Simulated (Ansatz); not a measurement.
**ZnS under changes of volume**

One of the cells (19.727 Å³/atom); the others are scaled copies at fixed shape and fractional positions:

```
Zn S
1.0
     0.00000    2.70200    2.70200
     2.70200    0.00000    2.70200
     2.70200    2.70200    0.00000
Zn S
1 1
Direct
  0.75000 0.75000 0.75000
  0.00000 0.00000 0.00000
```

| Item | Value |
| --- | --- |
| Program | Ansatz 0.2.0 |
| Functional | HISS |
| Potentials or basis | Ansatz PAW |
| Cutoff | 420 eV (not typed: the program's choice for these potentials) |
| k mesh | 5 × 5 × 5 |
| Occupations | fermi-dirac, width 0.05 eV |
| Spin | no spin polarisation |

```csv
volume (Å³/atom),energy over the lowest point (meV/atom),pressure (GPa),gap on the mesh (eV)
18.543,15.60,5.1,4.20
18.938,5.71,3.0,4.09
19.332,0.68,1.1,3.98
19.727,0.00,-0.6,3.88
20.121,3.24,-2.1,3.78
20.516,9.98,-3.4,3.68
20.910,?,?,?
```

Q: What does the run at 20.910 Å³/atom give?

A: Energy over the lowest point 19.94 meV/atom; pressure -4.6 GPa; gap on the mesh 3.59 eV.

Worked out: A Birch-Murnaghan fit of order 3 (a polynomial in V^(-2/3)) to the other rows has its minimum at 19.59 Å³/atom with B0 = V·E''(V) = 82 GPa and B' = 4.4. It gives 19.86 meV/atom at 20.910 Å³/atom, against the run's 19.94, and -dE/dV = -4.6 GPa, against -4.6. A straight line through the other rows of the gap, of slope -5.13 eV per unit of ln V (its deformation potential), extrapolates to 3.58 eV, against the run's 3.59.

Energies are extrapolated to zero smearing.

Caveats: odd divisions of the mesh miss points on the zone boundary, where band edges often lie, so the gap on the mesh can be too wide; the PAW data sets come from PBE, with cores solved anew for the run's functional, which leaves a small shift of forces and pressure; the thresholds are loose for stress.
